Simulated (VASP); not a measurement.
# AsH3 in VASP: notebook

The runs below take AsH3 through single point, with RPBE, RPBE+D3(BJ).

All numbers are computed with VASP 6.6.1; they aren't measurements. Logs are shortened: lines on timing, memory, paths and dates and some standing lists are left out, and cuts for length are marked.

### Step 1. Starting point

The cell holds a molecule in a box, 4 atoms: a = 12.557 Å, b = 13.057 Å, c = 13.557 Å, α = 90.00°, β = 90.00°, γ = 90.00°.

### Step 2. Single point, RPBE

Input file INCAR:

```
SYSTEM = AsH3
PREC = Accurate
ENCUT = 400
EDIFF = 1E-6
ISMEAR = 0
SIGMA = 0.01
LREAL = .False.
LASPH = .True.
NELM = 80
ALGO = Fast
ISIF = 2
LWAVE = .False.
LCHARG = .False.
GGA = RP
NBANDS = 12
ISYM = 0
```

Input file KPOINTS:

```
Automatic mesh
0
Gamma
  1 1 1
  0 0 0
```

Input file POSCAR:

```
AsH3                                    
1.0
   12.5572003111      0.0000000000      0.0000000000
    0.0000000000     13.0572003111      0.0000000000
    0.0000000000      0.0000000000     13.5572003111
  As              H             
     1     3
Selective dynamics
Direct
     0.5242353622000024    0.5072092103999992    0.4572508723000013   F   F   F
     0.5236881061855518    0.4112131668022903    0.5229823161868220   T   T   T
     0.5482714786471651    0.5754611489579604    0.5469763814981822   T   T   T
     0.4038179221497143    0.5214360344410759    0.4727577925619616   T   T   T
```

Potentials or basis: VASP PAW PBE potentials, release 64 (As, H).

Started as:

```console
> cat potpaw_PBE.64/As/POTCAR potpaw_PBE.64/H/POTCAR > POTCAR
> mpirun -np 1 vasp_gam > vasp.out
```

OUTCAR:

```text
SYSTEM = AsH3
   PREC = Accurate
   ENCUT = 400
   EDIFF = 1E-6
   ISMEAR = 0
   LREAL = .False.
   LASPH = .True.
   NELM = 80
   ISIF = 2
   GGA = RP
   ISYM = 0

 ion  position               nearest neighbor table
   1  0.524  0.507  0.457-   3 1.54   4 1.54   2 1.54
   2  0.524  0.411  0.523-   1 1.54
   3  0.548  0.575  0.547-   1 1.54
   4  0.404  0.521  0.473-   1 1.54

IMPORTANT INFORMATION: All symmetrisations will be switched off!
NOSYMM: (Re-)initialisation of all symmetry stuff for point group C_1.

----------------------------------------------------------------------------------------

                                     Primitive cell

  volume of cell :    2222.8640

  direct lattice vectors                    reciprocal lattice vectors
    12.557200311  0.000000000  0.000000000     0.079635586  0.000000000  0.000000000
     0.000000000 13.057200311  0.000000000     0.000000000  0.076586096  0.000000000
     0.000000000  0.000000000 13.557200311     0.000000000  0.000000000  0.073761542

  length of vectors
    12.557200311 13.057200311 13.557200311     0.079635586  0.076586096  0.073761542

  position of ions in fractional coordinates (direct lattice)
     0.524235362  0.507209210  0.457250872
     0.523688106  0.411213167  0.522982316
     0.548271479  0.575461149  0.546976381
     0.403817922  0.521436034  0.472757793

  ion indices of the primitive-cell ions
   primitive index   ion index
                 1           1
                 2           2
                 3           3
                 4           4

----------------------------------------------------------------------------------------

 KPOINTS: Automatic mesh

Automatic generation of k-mesh.
 Grid dimensions read from file:
 generate k-points for:    1    1    1

 Generating k-lattice:

  Cartesian coordinates                     Fractional coordinates (reciprocal lattice)
     0.079635586  0.000000000  0.000000000     1.000000000  0.000000000  0.000000000
     0.000000000  0.076586096  0.000000000     0.000000000  1.000000000  0.000000000
     0.000000000  0.000000000  0.073761542     0.000000000  0.000000000  1.000000000

  Length of vectors
     0.079635586  0.076586096  0.073761542

  Shift w.r.t. Gamma in fractional coordinates (k-lattice)
     0.000000000  0.000000000  0.000000000

 Subroutine IBZKPT returns following result:
 ===========================================

 Found      1 irreducible k-points:

 Following reciprocal coordinates:
            Coordinates               Weight
  0.000000  0.000000  0.000000      1.000000
   k-points           NKPTS =      1   k-points in BZ     NKDIM =      1   number of bands    NBANDS=     12
   number of dos      NEDOS =    301   number of ions     NIONS =      4
   total plane-waves  NPLWV = 680400
   dimension x,y,z NGX =    84 NGY =   90 NGZ =   90
   dimension x,y,z NGXF=   168 NGYF=  180 NGZF=  180
   ions per type =               1   3
   NGX,Y,Z   is equivalent  to a cutoff of  11.12, 11.46, 11.04 a.u.
   NGXF,Y,Z  is equivalent  to a cutoff of  22.24, 22.92, 22.07 a.u.
 SYSTEM =  AsH3
   PREC   = accura    normal or accurate (medium, high low for compatibility)
   ISTART =      0    job   : 0-new  1-cont  2-samecut
   ICHARG =      2    charge: 1-file 2-atom 10-const
   ISPIN  =      1    spin polarized calculation?
   LNONCOLLINEAR =      F non collinear calculations
   LSORBIT =      F    spin-orbit coupling
   LASPH  =      T    aspherical Exc in radial PAW
   ENCUT  =  400.0 eV  29.40 Ry    5.42 a.u.  20.48 21.29 22.11*2*pi/ulx,y,z
   NELM   =     80;   NELMIN=  2; NELMDL= -5     # of ELM steps
   EDIFF  = 0.1E-05   stopping-criterion for ELM
   LREAL  =      F    real-space projection
   EDIFFG = 0.1E-04   stopping-criterion for IOM
   NSW    =      0    number of steps for IOM
   IBRION =     -1    ionic relax: 0-MD 1-quasi-New 2-CG
   NFREE  =      0    steps in history (QN), initial steepest desc. (CG)
   ISIF   =      2    stress and relaxation
   ISYM   =      0    0-nonsym 1-usesym 2-fastsym
   POTIM  = 0.5000    time-step for ionic-motion
   TEBEG  =    0.0;   TEEND  =   0.0 temperature during run
   PSTRESS=    0.0 pullay stress
   NELECT =       8.0000    total number of electrons
   NUPDOWN=      -1.0000    fix difference up-down
   EMIN   =  10.00;   EMAX   =-10.00  energy-range for DOS
   EFERMI =   0.00;   METHOD = LEGACY
   ISMEAR =     0;   SIGMA  =   0.01  broadening in eV -4-tet -1-fermi 0-gaus
   EFERMI_NEDOS =   21; number of points for ismear=-14 and -15
   IALGO  =     68    algorithm
   IMIX   =      4    mixing-type and parameters
     AMIX     =   0.40;   BMIX     =  1.00
     AMIX_MAG =   1.60;   BMIX_MAG =  1.00
  volume/ion in A,a.u.               =     555.72      3750.16
  Fermi-wavevector in a.u.,A,eV,Ry     =   0.250881  0.474096  0.856366  0.062941
  Thomas-Fermi vector in A             =   1.068040
   LORBIT       =      0    0 simple, 1 ext, 2 COOP (PROOUT), +10 PAW based schemes
   GGA     = RP    functional components
   LHFCALC =     F    Hartree Fock is set to
   AEXX    =    0.0000 exact exchange contribution
   IVDW    =     0    specifies the selected vdW correction
   LEPSILON=     F    determine dielectric tensor
   LRPA    =     F    only Hartree local field effects (RPA)
 non-spin polarized calculation
 RMM-DIIS sequential band-by-band and
 Gauss-broadening in eV      SIGMA  =   0.01
  energy-cutoff  :      400.00
  volume of cell :     2222.86
 maximum number of plane-waves:     20182
 NGX is ok and might be reduce to    84
   NGX = 41   NGY = 43   NGZ = 45

 number of electron       7.9999999 magnetization

 Free energy of the ion-electron system (eV)
  ---------------------------------------------------
  ext. energy  EPLUGINS =         0.00000000
  ---------------------------------------------------
  free energy    TOTEN  =       -14.46581635 eV

  energy without entropy =      -14.46581635  energy(sigma->0) =      -14.46581635

 E-fermi :  -6.6664     XC(G=0):  -0.4804

 val. band max:       -6.7352463736   @ k =   0.0000   0.0000   0.0000
 cond. band min:      -0.8523958677   @ k =   0.0000   0.0000   0.0000
 fundamental gap:      5.8828505059
 Fermi energy:        -6.6664144911

 k-point     1 :       0.0000    0.0000    0.0000
  band No.  band energies     occupation
      1     -15.9032      2.00000
      2      -8.7225      2.00000
      3      -8.7223      2.00000
      4      -6.7352      2.00000
      5      -0.8524      0.00000
      6      -0.4001      0.00000
      7      -0.3862      0.00000
      8       0.3227      0.00000
      9       0.5256      0.00000
     10       0.5360      0.00000
     11       0.6106      0.00000
     12       0.7122      0.00000

------------------------ aborting loop because EDIFF is reached ----------------------------------------

  FORCE on cell =-STRESS in cart. coord.  units (eV):
  Direction    XX          YY          ZZ          XY          YZ          ZX
  --------------------------------------------------------------------------------------
  -------------------------------------------------------------------------------------
  Total       -0.0585042     -0.0494887     -0.0854348     -0.0013040      0.0038943      0.0198712
  in kB       -0.0421682     -0.0356701     -0.0615790     -0.0009399      0.0028069      0.0143226
  external PRESSURE =      -0.0464724 kB  Pullay stress =       0.0000000 kB

 VOLUME and BASIS-vectors are now :
 -----------------------------------------------------------------------------
  energy-cutoff  :      400.00
  volume of cell :     2222.86
      direct lattice vectors                 reciprocal lattice vectors
    12.557200311  0.000000000  0.000000000     0.079635586  0.000000000  0.000000000
     0.000000000 13.057200311  0.000000000     0.000000000  0.076586096  0.000000000
     0.000000000  0.000000000 13.557200311     0.000000000  0.000000000  0.073761542

 POSITION                                       TOTAL-FORCE (eV/Angst)
 -----------------------------------------------------------------------------------
      6.58293      6.62273      6.19904         0.035454      0.004082     -0.068085
      6.57606      5.36929      7.09018         0.007652     -0.059740      0.028116
      6.88475      7.51391      7.41547         0.023001      0.045394      0.045035
      5.07082      6.80849      6.40927        -0.066107      0.010265     -0.005066
 -----------------------------------------------------------------------------------
    total drift:                                0.000085      0.000087      0.000172

  FREE ENERGIE OF THE ION-ELECTRON SYSTEM (eV)
  ---------------------------------------------------
  free  energy   TOTEN  =       -14.4658163487 eV

  energy  without entropy=      -14.4658163487  energy(sigma->0) =      -14.46581635
```

Wall time 74 s (1 thread of Intel Xeon 6975P-C (Granite Rapids), shared host); peak memory 1.1 GiB.

Results:

```yaml
Free_energy: -14.4658 eV
Largest_force: 0.077 eV/Å
Gap_between_the_frontier_levels: 5.88 eV
```

Forces on the atoms (eV/Å):
```
As   0.035  0.004 -0.068
H    0.008 -0.060  0.028
H    0.023  0.045  0.045
H   -0.066  0.010 -0.005
```

Caveat: the PAW data sets were made with another functional, which shifts forces and pressure a little. As with any semilocal functional, this RPBE gap is likely too small.

### Step 3. Single point, RPBE+D3(BJ)

INCAR, as its differences from that of step 2:

```diff
@@ -14,2 +14,3 @@
 GGA = RP
+IVDW = 12
 NBANDS = 12
```

KPOINTS is that of step 2.

POSCAR is that of step 2.

Potentials or basis: VASP PAW PBE potentials, release 64 (As, H).

Started as:

```console
> cat potpaw_PBE.64/As/POTCAR potpaw_PBE.64/H/POTCAR > POTCAR
> mpirun -np 1 vasp_gam > vasp.out
```

OUTCAR:

```text
SYSTEM = AsH3
   PREC = Accurate
   ENCUT = 400
   EDIFF = 1E-6
   ISMEAR = 0
   LREAL = .False.
   LASPH = .True.
   NELM = 80
   ISIF = 2
   GGA = RP
   IVDW = 12
   ISYM = 0
 IVDW          = 12

 ion  position               nearest neighbor table
   1  0.524  0.507  0.457-   3 1.54   4 1.54   2 1.54
   2  0.524  0.411  0.523-   1 1.54
   3  0.548  0.575  0.547-   1 1.54
   4  0.404  0.521  0.473-   1 1.54

IMPORTANT INFORMATION: All symmetrisations will be switched off!
NOSYMM: (Re-)initialisation of all symmetry stuff for point group C_1.

----------------------------------------------------------------------------------------

                                     Primitive cell

  volume of cell :    2222.8640

  direct lattice vectors                    reciprocal lattice vectors
    12.557200311  0.000000000  0.000000000     0.079635586  0.000000000  0.000000000
     0.000000000 13.057200311  0.000000000     0.000000000  0.076586096  0.000000000
     0.000000000  0.000000000 13.557200311     0.000000000  0.000000000  0.073761542

  length of vectors
    12.557200311 13.057200311 13.557200311     0.079635586  0.076586096  0.073761542

  position of ions in fractional coordinates (direct lattice)
     0.524235362  0.507209210  0.457250872
     0.523688106  0.411213167  0.522982316
     0.548271479  0.575461149  0.546976381
     0.403817922  0.521436034  0.472757793

  ion indices of the primitive-cell ions
   primitive index   ion index
                 1           1
                 2           2
                 3           3
                 4           4

----------------------------------------------------------------------------------------

 KPOINTS: Automatic mesh

Automatic generation of k-mesh.
 Grid dimensions read from file:
 generate k-points for:    1    1    1

 Generating k-lattice:

  Cartesian coordinates                     Fractional coordinates (reciprocal lattice)
     0.079635586  0.000000000  0.000000000     1.000000000  0.000000000  0.000000000
     0.000000000  0.076586096  0.000000000     0.000000000  1.000000000  0.000000000
     0.000000000  0.000000000  0.073761542     0.000000000  0.000000000  1.000000000

  Length of vectors
     0.079635586  0.076586096  0.073761542

  Shift w.r.t. Gamma in fractional coordinates (k-lattice)
     0.000000000  0.000000000  0.000000000

 Subroutine IBZKPT returns following result:
 ===========================================

 Found      1 irreducible k-points:

 Following reciprocal coordinates:
            Coordinates               Weight
  0.000000  0.000000  0.000000      1.000000
   k-points           NKPTS =      1   k-points in BZ     NKDIM =      1   number of bands    NBANDS=     12
   number of dos      NEDOS =    301   number of ions     NIONS =      4
   total plane-waves  NPLWV = 680400
   dimension x,y,z NGX =    84 NGY =   90 NGZ =   90
   dimension x,y,z NGXF=   168 NGYF=  180 NGZF=  180
   ions per type =               1   3
   NGX,Y,Z   is equivalent  to a cutoff of  11.12, 11.46, 11.04 a.u.
   NGXF,Y,Z  is equivalent  to a cutoff of  22.24, 22.92, 22.07 a.u.
 SYSTEM =  AsH3
   PREC   = accura    normal or accurate (medium, high low for compatibility)
   ISTART =      0    job   : 0-new  1-cont  2-samecut
   ICHARG =      2    charge: 1-file 2-atom 10-const
   ISPIN  =      1    spin polarized calculation?
   LNONCOLLINEAR =      F non collinear calculations
   LSORBIT =      F    spin-orbit coupling
   LASPH  =      T    aspherical Exc in radial PAW
   ENCUT  =  400.0 eV  29.40 Ry    5.42 a.u.  20.48 21.29 22.11*2*pi/ulx,y,z
   NELM   =     80;   NELMIN=  2; NELMDL= -5     # of ELM steps
   EDIFF  = 0.1E-05   stopping-criterion for ELM
   LREAL  =      F    real-space projection
   EDIFFG = 0.1E-04   stopping-criterion for IOM
   NSW    =      0    number of steps for IOM
   IBRION =     -1    ionic relax: 0-MD 1-quasi-New 2-CG
   NFREE  =      0    steps in history (QN), initial steepest desc. (CG)
   ISIF   =      2    stress and relaxation
   ISYM   =      0    0-nonsym 1-usesym 2-fastsym
   POTIM  = 0.5000    time-step for ionic-motion
   TEBEG  =    0.0;   TEEND  =   0.0 temperature during run
   PSTRESS=    0.0 pullay stress
   NELECT =       8.0000    total number of electrons
   NUPDOWN=      -1.0000    fix difference up-down
   EMIN   =  10.00;   EMAX   =-10.00  energy-range for DOS
   EFERMI =   0.00;   METHOD = LEGACY
   ISMEAR =     0;   SIGMA  =   0.01  broadening in eV -4-tet -1-fermi 0-gaus
   EFERMI_NEDOS =   21; number of points for ismear=-14 and -15
   IALGO  =     68    algorithm
   IMIX   =      4    mixing-type and parameters
     AMIX     =   0.40;   BMIX     =  1.00
     AMIX_MAG =   1.60;   BMIX_MAG =  1.00
  volume/ion in A,a.u.               =     555.72      3750.16
  Fermi-wavevector in a.u.,A,eV,Ry     =   0.250881  0.474096  0.856366  0.062941
  Thomas-Fermi vector in A             =   1.068040
   LORBIT       =      0    0 simple, 1 ext, 2 COOP (PROOUT), +10 PAW based schemes
   GGA     = RP    functional components
   LHFCALC =     F    Hartree Fock is set to
   AEXX    =    0.0000 exact exchange contribution
   IVDW    =    12    specifies the selected vdW correction
   LEPSILON=     F    determine dielectric tensor
   LRPA    =     F    only Hartree local field effects (RPA)
 non-spin polarized calculation
 RMM-DIIS sequential band-by-band and
 Gauss-broadening in eV      SIGMA  =   0.01
  energy-cutoff  :      400.00
  volume of cell :     2222.86
 maximum number of plane-waves:     20182
 NGX is ok and might be reduce to    84
   NGX = 41   NGY = 43   NGZ = 45

 number of electron       7.9999999 magnetization

 Free energy of the ion-electron system (eV)
  ---------------------------------------------------
  ext. energy  EPLUGINS =         0.00000000
  ---------------------------------------------------
  free energy    TOTEN  =       -14.46581635 eV

  energy without entropy =      -14.46581635  energy(sigma->0) =      -14.46581635

 E-fermi :  -6.6664     XC(G=0):  -0.4804

 val. band max:       -6.7352463736   @ k =   0.0000   0.0000   0.0000
 cond. band min:      -0.8523958677   @ k =   0.0000   0.0000   0.0000
 fundamental gap:      5.8828505059
 Fermi energy:        -6.6664144911

 k-point     1 :       0.0000    0.0000    0.0000
  band No.  band energies     occupation
      1     -15.9032      2.00000
      2      -8.7225      2.00000
      3      -8.7223      2.00000
      4      -6.7352      2.00000
      5      -0.8524      0.00000
      6      -0.4001      0.00000
      7      -0.3862      0.00000
      8       0.3227      0.00000
      9       0.5256      0.00000
     10       0.5360      0.00000
     11       0.6106      0.00000
     12       0.7122      0.00000

------------------------ aborting loop because EDIFF is reached ----------------------------------------

 Edisp (eV)   -0.28850

 E8    (eV) :    -0.1422

  FORCE on cell =-STRESS in cart. coord.  units (eV):
  Direction    XX          YY          ZZ          XY          YZ          ZX
  --------------------------------------------------------------------------------------
  -------------------------------------------------------------------------------------
  Total      -0.09130    -0.08788    -0.10280    -0.00046     0.00229     0.00881
  in kB      -0.06580    -0.06334    -0.07409    -0.00033     0.00165     0.00635
  external pressure =       -0.07 kB  Pullay stress =        0.00 kB

 VOLUME and BASIS-vectors are now :
 -----------------------------------------------------------------------------
  energy-cutoff  :      400.00
  volume of cell :     2222.86
      direct lattice vectors                 reciprocal lattice vectors
    12.557200311  0.000000000  0.000000000     0.079635586  0.000000000  0.000000000
     0.000000000 13.057200311  0.000000000     0.000000000  0.076586096  0.000000000
     0.000000000  0.000000000 13.557200311     0.000000000  0.000000000  0.073761542

 POSITION                                       TOTAL-FORCE (eV/Angst)
 -----------------------------------------------------------------------------------
      6.58293      6.62273      6.19904         0.029598      0.003233     -0.056929
      6.57606      5.36929      7.09018         0.003283     -0.040523      0.022518
      6.88475      7.51391      7.41547         0.013739      0.030620      0.034281
      5.07082      6.80849      6.40927        -0.046620      0.006671      0.000129
 -----------------------------------------------------------------------------------
    total drift:                                0.000085      0.000087      0.000172

  FREE ENERGIE OF THE ION-ELECTRON SYSTEM (eV)
  ---------------------------------------------------
  free  energy   TOTEN  =       -14.7543132426 eV

  energy  without entropy=      -14.7543132426  energy(sigma->0) =      -14.75431324
```

It took 85 s on 1 thread of Intel Xeon 6975P-C (Granite Rapids), shared host; peak memory 1.1 GiB.

Results:

| Item | Value |
| --- | --- |
| Free energy | -14.7543 eV |
| Largest force | 0.064 eV/Å |
| Gap between the frontier levels | 5.88 eV |
| Dispersion energy per atom | -0.072 eV |

Forces in eV/Å, atoms in the order of the input:
```
As   0.030  0.003 -0.057
H    0.003 -0.041  0.023
H    0.014  0.031  0.034
H   -0.047  0.007  0.000
```

Caveat: the PAW data sets were made with another functional, which shifts forces and pressure a little. A hybrid or GW would open this gap; RPBE tends to underestimate it.
